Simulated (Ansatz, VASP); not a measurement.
Two plane-wave programs on C

File INCAR:

```
SYSTEM = C
  PREC = Accurate
  ENCUT = 520
  EDIFF = 1E-6
  ISMEAR = 0
  SIGMA = 0.1
  LREAL = .FALSE.
  LASPH = .TRUE.
  NELM = 100
  ALGO = Normal
  ISIF = 2
  LWAVE = .FALSE.
  LCHARG = .FALSE.
  GGA = PE
  NBANDS = 13
```

Contents of KPOINTS:

```
regular mesh
0
G
  6 6 6
  0 0 0
```

POSCAR

```
C
1.0
    2.6103571100      0.0000000000      0.0000000000
    0.0000000000      2.6103571100      0.0000000000
    0.0000000000      0.0000000000      2.6103571100
C
3
Direct
    0.5000000000      0.0000000000      0.0000000000
    0.0000000000      0.5000000000      0.0000000000
    0.0000000000      0.0000000000      0.5000000000
```

Input for Ansatz:

```yaml
crystal:
  lattice:
    - [2.61035711, 0.0, 0.0]
    - [0.0, 2.61035711, 0.0]
    - [0.0, 0.0, 2.61035711]
  atoms:
    - { symbol: C, position: [0.5, 0.0, 0.0] }
    - { symbol: C, position: [0.0, 0.5, 0.0] }
    - { symbol: C, position: [0.0, 0.0, 0.5] }
basis:
  ecutwfc: 420
kpoints:
  mp_grid: { grid: [6, 6, 6] }
hamiltonian:
  xc: pbe
scf:
  occupations: { method: gaussian, width: 0.1 }
  lower_state_search: "off"
output:
  forces: true
  stress: true
  eigenvalues: true
```

Alike in both runs: task single point; functional PBE; k mesh 6 × 6 × 6; occupations gaussian, width 0.1 eV; no spin polarisation.

|  | VASP | Ansatz |
| --- | --- | --- |
| version | VASP 6.6.1 | Ansatz 0.2.0 |
| potentials or method | VASP PAW PBE potentials, release 64 (C) | scalar-relativistic, plane waves, PAW |
| plane-wave cutoff (eV) | 520 | 420 |
| valence electrons in the cell | 12 | 12 |

|  | VASP | Ansatz | Ansatz less VASP |
| --- | --- | --- | --- |
| gap on the k mesh at the Fermi level (eV) | none | none | - |
| pressure (GPa) | 8.4 | 8.7 | +0.25 |

A gap of «none» marks a metal or a gap that the smearing closes. With one functional, cell and mesh, what is left measures potentials, basis and numerics.

Caveats: the k mesh is coarse (spacing up to 0.40 Å⁻¹), so the values aren't converged.
